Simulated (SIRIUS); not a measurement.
Here is a SIRIUS 7.12.0 calculation.

sirius.json

```json
{
  "control": {
    "processing_unit": "cpu",
    "verbosity": 2,
    "num_bands_to_print": 22,
    "print_forces": true,
    "print_stress": true
  },
  "parameters": {
    "electronic_structure_method": "pseudopotential",
    "xc_functionals": ["XC_LDA_X", "XC_LDA_C_PW"],
    "gk_cutoff": 8.9,
    "pw_cutoff": 17.8,
    "ngridk": [8, 8, 8],
    "shiftk": [0, 0, 0],
    "smearing": "fermi_dirac",
    "smearing_width": 0.0018374661,
    "num_bands": 22,
    "num_mag_dims": 0,
    "num_dft_iter": 100,
    "energy_tol": 1e-08,
    "density_tol": 1e-06
  },
  "iterative_solver": {
    "type": "davidson",
    "min_tolerance": 1e-10
  },
  "mixer": {
    "type": "anderson",
    "beta": 0.7,
    "max_history": 8
  },
  "settings": {
    "tol_ne": 1e-10,
    "pseudo_grid_cutoff": 6.5
  },
  "unit_cell": {
    "lattice_vectors": [
      [0.0, 5.345865131215, 5.345865131215],
      [5.345865131215, 0.0, 5.345865131215],
      [5.345865131215, 5.345865131215, 0.0]
    ],
    "atom_coordinate_units": "lattice",
    "atom_types": ["Ge"],
    "atom_files": {
      "Ge": "Ge.json"
    },
    "atoms": {
      "Ge": [
        [0.75, 0.75, 0.75],
        [0.5, 0.5, 0.5]
      ]
    }
  }
}
```

Potentials or basis: PseudoDojo 0.4.1 PBE standard (scalar relativistic).

Launch:

```sh
$ upf_to_json Ge.upf
$ OMP_NUM_THREADS=1 sirius.scf --input=sirius.json --output=out.json --task=0
```

(1) Estimate the band gap on the k mesh.

(2) What does it give for the pressure?

Answers

(1) 0.00 eV.

(2) -2.2 GPa.

Caveat: the potentials were made for another functional, which shifts forces and pressure.

**Experimental background.**

“Electronic and optical properties of SixGe1-x-ySny alloys lattice-matched to Ge”, 2021, arxiv:2109.02782 reports, for a bulk crystal of Ge at 300 K: band gap 0.807 eV (direct).

Measured gap of Ge: 0.807 eV (direct; 300 K; “Electronic and optical properties of SixGe1-x-ySny alloys lattice-matched to Ge”, 2021, arxiv:2109.02782). This calculation gives 0.00 eV (-0.81 eV). 3 values of this kind are on record (0.666 to 0.807 eV); this one was drawn at random among those near their median. Spin-orbit coupling on Ge is left out. The value is that of LDA on a finite k mesh, which can miss the band edges, without temperature or zero-point motion. Semilocal functionals fall short of measured gaps as a rule.
